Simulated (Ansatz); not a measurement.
One crystal and one scan (energy against volume) at two levels, PBE (plane waves to 420 eV, PAW, scalar-relativistic; Ansatz, a program for electronic structure) and PBEsol (plane waves to 420 eV, PAW, scalar-relativistic; Ansatz), each from its own relaxed cell and on its own mesh. The cell shown is that of PBE.

Li3N (Li3N type, space group P6/mmm)

```
Li3N
1.0
    3.63435     0.00000     0.00000
   -1.81718     3.14744     0.00000
    0.00000     0.00000     3.86452
Li N
3 1
Direct
  0.00000   0.00000   0.50000
  0.33333   0.66667   0.00000
  0.66667   0.33333   0.00000
  0.00000   0.00000   0.00000
```

This relaxed cell (volume V₀) is scaled evenly in all directions, its shape held. Symmetry pins the atoms to their sites.

Energies are smeared free energies. Li3N was relaxed with its symmetry unable to fall. With the shape held, the modulus is that of even scaling; a crystal free to change shape is softer. Both scans cover V/V₀ from 0.840 to 1.160.

ΔE (meV/atom), each from the relaxed starting cell of its own level:

```csv
V/V₀,PBE,PBEsol
0.840,61.8,62.2
0.867,40.9,41.1
0.893,24.9,25.1
0.920,13.4,13.5
0.947,5.7,5.7
0.973,1.4,1.4
1.000,0.0,0.0
1.027,1.2,1.3
1.053,4.8,4.8
1.080,10.3,10.5
1.107,17.7,17.9
1.133,26.6,26.9
1.160,36.9,withheld
```

Problem. Estimate the PBEsol value at 1.160 from the PBE value there and the ratio of the two levels in the two nearest given rows on that side of the minimum.

Solution. At 1.133 and 1.107 the ratio PBEsol/PBE averages 1.011, which gives 1.011 × 36.9 = 37.3 meV/atom. The calculation gives 37.3 meV/atom, +1.1 % against PBE.

(Under strain, the slope of the energy per volume gives the stress and its curvature an elastic modulus.)
